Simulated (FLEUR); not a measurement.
# FeS2 (Marcasite) (Pnnm) in FLEUR: single point with PBEsol

Aim: the single point of FeS2 (Marcasite) with PBEsol.

Program: FLEUR MaX-R8.1 (later development tree). These are calculated values, not measurements. Logs are shortened: lines on timing, memory, paths and dates and some standing lists are left out, and cuts for length are marked.

**1. The structure**

The structure is orthorhombic, space group Pnnm (No. 58). Conventional cell: a = 4.440 Å, b = 5.390 Å, c = 3.370 Å, α = 90.00°, β = 90.00°, γ = 90.00°. Fe (site symmetry 2/m) has 6 S at 2.21 to 2.24 Å as nearest neighbours. S (site symmetry m) has 3 Fe at 2.21 to 2.24 Å and 1 S at 2.25 Å as nearest neighbours.

**2. Single point, PBEsol, collinear spin, ferromagnetic start**

File inp.xml:

```xml
<?xml version="1.0" encoding="UTF-8" standalone="no"?>
<fleurInput fleurInputVersion="0.39">
   <comment>
      FeS2                                                                                                
   </comment>
   <calculationSetup>
      <cutoffs Kmax="5.51" Gmax="17.1" GmaxXC="17.1" numbands="0"/>
      <scfLoop itmax="60" minDistance="0.00001" maxIterBroyd="15" imix="Anderson" alpha="0.05" precondParam="0.0" spinf="2.0" sdNocoIR="T"/>
      <coreElectrons ctail="T" frcor="F" kcrel="0" coretail_lmax="0"/>
      <xcFunctional name="PBEs" relativisticCorrections="F"/>
      <magnetism jspins="2"/>
      <soc l_soc="F" theta="0.0" phi="0.0" spav="F"/>
      <expertModes spex="0" secvar="F"/>
      <geometryOptimization l_f="F" forcealpha="1.0" forcemix="BFGS" epsdisp="0.00001" epsforce="0.00001"/>
      <ldaU l_linMix="F" mixParam="0.05" spinf="1.0"/>
   </calculationSetup>
   <cell>
      <bzIntegration valenceElectrons="56.0" mode="hist" fermiSmearingEnergy="0.00183747">
         <kPointListSelection listName="default-1"/>
         <!-- k-points included here -->
         <xi:include xmlns:xi="http://www.w3.org/2001/XInclude" href="kpts.xml"> </xi:include>
      </bzIntegration>
      <!-- symmetry operations included here -->
      <xi:include xmlns:xi="http://www.w3.org/2001/XInclude" href="sym.xml"> </xi:include>
      <bulkLattice scale="1.0">
         <bravaisMatrix>
            <row-1>    8.3903839932240007     0.0000000000000000     0.0000000000000000</row-1>
            <row-2>    0.0000000000000000    10.1856238115939988     0.0000000000000000</row-2>
            <row-3>    0.0000000000000000     0.0000000000000000     6.3683770399019997</row-3>
         </bravaisMatrix>
      </bulkLattice>
   </cell>
   <atomSpecies>
      <species name="Iron (Fe) 3.000" element="Fe" atomicNumber="26">
         <mtSphere radius="2.02" gridPoints="681" logIncrement="0.018"/>
[... 17 lines left out ...]
         <electronConfig flipSpins="F">
            <coreConfig>(1s1/2) (2s1/2) (2p1/2) (2p3/2)</coreConfig>
            <valenceConfig>(3s1/2) (3p1/2) (3p3/2)</valenceConfig>
            <stateOccupation state="(3p1/2)" spinUp="0.666667" spinDown="0.666667"/>
            <stateOccupation state="(3p3/2)" spinUp="1.333333" spinDown="1.333333"/>
         </electronConfig>
         <energyParameters s="3" p="3" d="3" f="4"/>
         <lo type="SCLO" l="0" n="3" eDeriv="2"/>
         <lo type="SCLO" l="1" n="3" eDeriv="2"/>
         <lo type="SCLO" l="2" n="3" eDeriv="2"/>
         <lo type="SCLO" l="3" n="4" eDeriv="2"/>
      </species>
   </atomSpecies>
   <atomGroups>
      <atomGroup species="Iron (Fe) 3.000">
         <relPos label="                   1">1.000/2.000 1.000/2.000 1.000/2.000</relPos>
         <relPos label="                   2">.0000000000 .0000000000 .0000000000</relPos>
         <force calculate="T" relaxXYZ="TTT"/>
      </atomGroup>
      <atomGroup species="Sulfur (S)">
         <relPos label="                   3">-.2970000000 1.000/8.000 1.000/2.000</relPos>
         <relPos label="                   4">-.2030000000 -3.000/8.000 .0000000000</relPos>
         <relPos label="                   5">.2970000000 -1.000/8.000 1.000/2.000</relPos>
         <relPos label="                   6">.2030000000 3.000/8.000 .0000000000</relPos>
         <force calculate="T" relaxXYZ="TTT"/>
      </atomGroup>
   </atomGroups>
   <output dos="F" band="F" slice="F">
      <checks vchk="F" cdinf="F"/>
      <bandDOS minEnergy="-.5*Htr" maxEnergy="0.5*Htr" sigma="0.015" storeEVData="T"/>
      <vacuumDOS vacdos="F" integ="F" star="F" nstars="0" locx1="0.0" locy1="0.0" locx2="0.0" locy2="0.0" nstm="0" tworkf="0.0"/>
      <unfoldingBand unfoldBand="F" supercellX="1" supercellY="1" supercellZ="1"/>
      <plotting iplot="0" polar="F">
         <plot TwoD="T" vec1="  1.0  0.0  0.0" vec2="  0.0  1.0  0.0" vec3="  0.0  0.0  1.0" zero="  0.0  0.0  0.0" file="plot"/>
      </plotting>
      <chargeDensitySlicing numkpt="0" minEigenval="0.0" maxEigenval="0.0" nnne="0" pallst="F"/>
      <specialOutput eonly="F"/>
      <moessbauerParams electricFieldGradient="T" isomerShift="T" coreHyperfine="T" valenceHyperfine="T"/>
      <magneticCircularDichroism mcd="F" energyLo="-10.0" energyUp="0.0"/>
   </output>
  <!-- We include the file relax.xml here to enable relaxations (see documentation) -->
  <xi:include xmlns:xi="http://www.w3.org/2001/XInclude" href="relax.xml"> <xi:fallback/> </xi:include>
</fleurInput>
```

File crystal.txt:

```
FeS2
&input cartesian=F /
4.4400000000  0.0000000000  0.0000000000
0.0000000000  5.3900000000  0.0000000000
0.0000000000  0.0000000000  3.3700000000
1.8897261246
1.0 1.0 1.0

6
26 0.5000000000  0.5000000000  0.5000000000 : 3.000
26 0.0000000000  0.0000000000  0.0000000000 : 3.000
16 0.7030000000  0.1250000000  0.5000000000
16 0.7970000000  0.6250000000  0.0000000000
16 0.2970000000  0.8750000000  0.5000000000
16 0.2030000000  0.3750000000  0.0000000000

&kpt div1=6 div2=5 div3=8 gamma=T /
```

Potentials or basis: all-electron, FLAPW.

On the command line:

```
inpgen -f crystal.txt -profile fastHighL
# inp.xml edited to the form shown
mpirun -n 4 fleur_MPI -pe_per_kpt 1
```

Log:

```text
Welcome to FLEUR        (www.flapw.de)
      MaX-Release 8.1          (www.max-centre.eu)

 ========== k-point set info ==========
 Selected k-point list: default-1
 k-point list type: mesh
 6 x 5 x 8
 Number of k points: 60

 ------------Calculation Setup---------------------------
 Number of MPI-tasks      :            4
 Number of PE/node        :            4
 Number of OMP-threads    :            1
 Using exactly            1  PE per kpt
 k-points in parallel     :            4
 pe's per k-point         :            1
 No of k-point loops      :           15
 Using exactly            1  PE per kpt
 Using exactly            1  PE per kpt
 Using exactly            1  PE per kpt
 Eigenvalue solver        :       lapack
 Number of basis functions:         1764
 Approximate size of matrices (H+S) per k-point:         0.046 GB
 --------------------------------------------------------
 Iteration:     1   Distance:      30.35606770 me/bohr^3
 Iteration:     2   Distance:      27.52253303 me/bohr^3
 Iteration:     3   Distance:      22.48138354 me/bohr^3
 Iteration:     4   Distance:      18.18834867 me/bohr^3
 Iteration:     5   Distance:      12.83568664 me/bohr^3
 Iteration:     6   Distance:      12.39479914 me/bohr^3
 Iteration:     7   Distance:       3.90446988 me/bohr^3
 Iteration:     8   Distance:       3.22668213 me/bohr^3
 Iteration:     9   Distance:       1.38264319 me/bohr^3
 Iteration:    10   Distance:       1.43973726 me/bohr^3
[... 6 lines left out ...]
 Iteration:    17   Distance:       0.01380958 me/bohr^3
 Iteration:    18   Distance:       0.00418332 me/bohr^3
 Iteration:    19   Distance:       0.00148830 me/bohr^3
 Iteration:    20   Distance:       0.00080836 me/bohr^3
 Iteration:    21   Distance:       0.00049186 me/bohr^3
 Iteration:    22   Distance:       0.00019439 me/bohr^3
 Iteration:    23   Distance:       0.00005721 me/bohr^3
 Iteration:    24   Distance:       0.00003330 me/bohr^3
 Iteration:    25   Distance:       0.00001474 me/bohr^3
 Iteration:    26   Distance:       0.00000300 me/bohr^3

 ********************************************************************
 Run finished successfully
 Stop message:
   all done
 ********************************************************************
```

It took 24 min on 4 MPI ranks of Intel Xeon Platinum 8259CL at 2.50GHz (Skylake/Cascade Lake), shared host.

What came out:

```yaml
Free_energy: -112592.8535 eV
Band_gap_on_the_k_mesh: 0.86 eV, indirect (least direct gap 1.09 eV)
Net_moment: 0.00 μB per cell
Valence_electrons_inside_the_program's_atomic_spheres: Fe 14.33; S 3.11 (radii Fe 2.02, S 1.78 bohr)
```

Core levels (eV from the Fermi level):
| atom | levels |
| --- | --- |
| 1 Fe | 1s1/2 -6982.9, 2s1/2 -811.4, 2p1/2 -698.9, 2p3/2 -686.4 |
| 2 Fe | 1s1/2 -6982.9, 2s1/2 -811.4, 2p1/2 -698.9, 2p3/2 -686.4 |
| 3 S | 1s1/2 -2396.5, 2s1/2 -206.2, 2p1/2 -152.2, 2p3/2 -150.9 |
| 4 S | 1s1/2 -2396.5, 2s1/2 -206.2, 2p1/2 -152.2, 2p3/2 -150.9 |
| 5 S | 1s1/2 -2396.5, 2s1/2 -206.2, 2p1/2 -152.2, 2p3/2 -150.9 |
| 6 S | 1s1/2 -2396.5, 2s1/2 -206.2, 2p1/2 -152.2, 2p3/2 -150.9 |

Caveat: the starting moments collapsed, and a magnetic state may lie lower; an odd mesh through Γ misses points on the zone boundary, where band edges often lie.
